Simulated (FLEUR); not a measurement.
Runs of FLEUR MaX-R8.1 (later development tree) on Na2S. Symmetry: Fm-3m, No. 225, cubic system. The conventional cell has a = 6.547 Å, b = 6.547 Å, c = 6.547 Å, α = 90.00°, β = 90.00°, γ = 90.00°. S (site symmetry m-3m) is surrounded by 8 Na at 2.83 Å. Around Na (site symmetry -43m) lie 4 S at 2.83 Å. 

```csv
task,level,muffin-tin radii,max iterations,mixing factor,mixer,mixer history,gap on the mesh (eV)
band structure,LDA,"S 2.48, Na 2.48 bohr",60,0.05,Anderson,15,2.24
band structure,r2SCAN,"S 2.48, Na 2.48 bohr",80,0.05,Anderson,30,(a)
single point,PBEsol,"S 2.41, Na 2.41 bohr",60,0.05,Anderson,15,2.36
band structure,PBEsol,"S 2.48, Na 2.48 bohr",60,0.05,Anderson,15,2.36
```

Alike in all rows: potentials or basis all-electron, FLAPW; no spin polarisation; cell as given; k mesh 7 × 7 × 7; smearing fermi-dirac 0.05 eV; kmax 4.1 1/bohr.

Q: Fill in the values left out.

A: (a) 2.92.

Caveats: the meta-GGA is that of a development version, with a GGA for the radial functions and cores and without core tails (some runs); an odd mesh through Γ misses points on the zone boundary, where band edges often lie (some runs).

Not every run made on this cell is shown here.
